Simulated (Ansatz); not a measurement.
# Ba (fcc type): a single-point run

Wanted: a converged single-point run for Ba (fcc type), and a check of what comes out.

Computed with Ansatz 0.2.0 (DFT, PBE, PAW with Ansatz's default frozen-core files, scalar-relativistic (as first typed), unless a step's input says otherwise).

2 further runs of the same task are left out: 2 that didn't finish.

**1. The starting structure**

It takes space group Fm-3m (No. 225, cubic). The conventional cell has a = 6.184 Å, b = 6.184 Å, c = 6.184 Å, α = 90.00°, β = 90.00°, γ = 90.00°. Ba (site symmetry m-3m) is surrounded by 12 Ba at 4.37 Å.

As a file:

```
Ba
1.0
     0.00000    3.09208    3.09208
     3.09208    0.00000    3.09208
     3.09208    3.09208    0.00000
Ba
1
Direct
  0.00000 0.00000 0.00000
```

**2. Running it**

Contents of input.yaml:

```yaml
crystal:
  lattice:
    - [0.0, 3.0920849291, 3.0920849291]
    - [3.0920849291, 0.0, 3.0920849291]
    - [3.0920849291, 3.0920849291, 0.0]
  atoms:
    - { symbol: Ba, position: [0.0, 0.0, 0.0] }
kpoints:
  mp_grid: { grid: [10, 10, 10] }
scf:
  occupations: { method: fermi_dirac, width: 0.1 }
  max_iter: 50
hamiltonian:
  xc: pbe
  pseudopotentials: { kind: paw }
output:
  forces: true
  stress: true
  eigenvalues: true
  populations: true
basis:
  ecutrho_ratio: 1
```

On the command line:

```
$ ansatz run input.yaml --threads 1 --pin off --max-ram 2048MiB --backend cpu --events-out ev --progress --plain --runs-dir out
```

What happens when this is run?

The program finished normally, with warnings (cutoff below recommended). Its log warns: «basis.ecutrho_ratio = 1 (ecutrho = 420 eV) is below the records' recommended 1680 eV»

In the input, basis.ecutrho_ratio is 1. The density grid can't hold the products of the orbitals.

The test: delete basis.ecutrho_ratio (the default then holds).
